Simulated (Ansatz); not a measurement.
# MoS2: the cost of one run

Method: DFT PBE without U, plane waves, PAW, in Ansatz 0.2.0.

### Step 1. The system as given

Symmetry: R3m, No. 160, trigonal system. Conventional cell: a = 3.163 Å, b = 3.163 Å, c = 18.370 Å, α = 90.00°, β = 90.00°, γ = 120.00°. Around Mo (site symmetry 3m) lie 6 S at 2.36 Å. S (site symmetry 3m) is surrounded by 3 Mo at 2.36 Å.

Coordinates:

```
CELL_PARAMETERS angstrom
1.58150 0.91308 6.12333
-1.58150 0.91308 6.12333
0.00000 -1.82616 6.12333
ATOMIC_POSITIONS crystal
Mo 0.00000 0.00000 0.00000
S 0.74840 0.74840 0.74840
S 0.58490 0.58490 0.58490
```

Magnetic order typed: ferromagnetic.

An earlier series on this cell reached its lowest free state from «natural orbitals of the symmetric run, filled by rank», perhaps among other starts (it ended without moments).

### Step 2. Random orbitals: single harmonics, second filling

Contents of input.yaml:

```yaml
crystal:
  lattice:
    - [1.58149989, 0.91307939, 6.12332821]
    - [-1.58149989, 0.91307939, 6.12332821]
    - [0.0, -1.82615878, 6.12332821]
  atoms:
    - { symbol: Mo, position: [0.0, 0.0, 0.0], spin: 0.3 }
    - { symbol: S, position: [0.7484, 0.7484, 0.7484] }
    - { symbol: S, position: [0.5849, 0.5849, 0.5849] }
basis:
  ecutwfc: 420
  ecutrho_ratio: 4
kpoints:
  mp_grid: { grid: [7, 7, 7] }
hamiltonian:
  xc: pbe
  hubbard:
    sites:
      - { site: 0, l: d, u_eff: 0.0, starting_ns: [{ spin: up, occupation_matrix: s0up }, { spin: down, occupation_matrix: s0down }] }
    occupation_matrices:
      s0up:
        matrix:
          - [0.02, 0.0, 0.0, 0.0, 0.0]
          - [0.0, 0.97, 0.0, 0.0, 0.0]
          - [0.0, 0.0, 0.02, 0.0, 0.0]
          - [0.0, 0.0, 0.0, 0.02, 0.0]
          - [0.0, 0.0, 0.0, 0.0, 0.02]
      s0down:
        matrix:
          - [0.02, 0.0, 0.0, 0.0, 0.0]
          - [0.0, 0.02, 0.0, 0.0, 0.0]
          - [0.0, 0.0, 0.02, 0.0, 0.0]
          - [0.0, 0.0, 0.0, 0.02, 0.0]
          - [0.0, 0.0, 0.0, 0.0, 0.97]
    ns_hold: { iters: 12 }
scf:
  occupations: { method: gaussian, width: 0.05 }
  lower_state_search: "off"
  max_iter: 150
output:
  forces: true
  stress: true
  eigenvalues: true
  populations: true
  hubbard: { sites: [{ site: 0, l: d }] }
magnetization:
  spin_polarized: true
```

The typed matrices put 0.97 on the chosen orbitals and 0.02 on the others, and are held for 12 cycles.

Launch:

```
ansatz run input.yaml --threads 2 --pin off --max-ram 3072MiB --backend cpu --events-out ev --progress --plain --runs-dir out
```

Q: Estimate wall time and peak memory on 2 threads of Intel Xeon Platinum 8488C (Sapphire Rapids), shared host.

About 47 s, with a peak of 0.59 GiB.
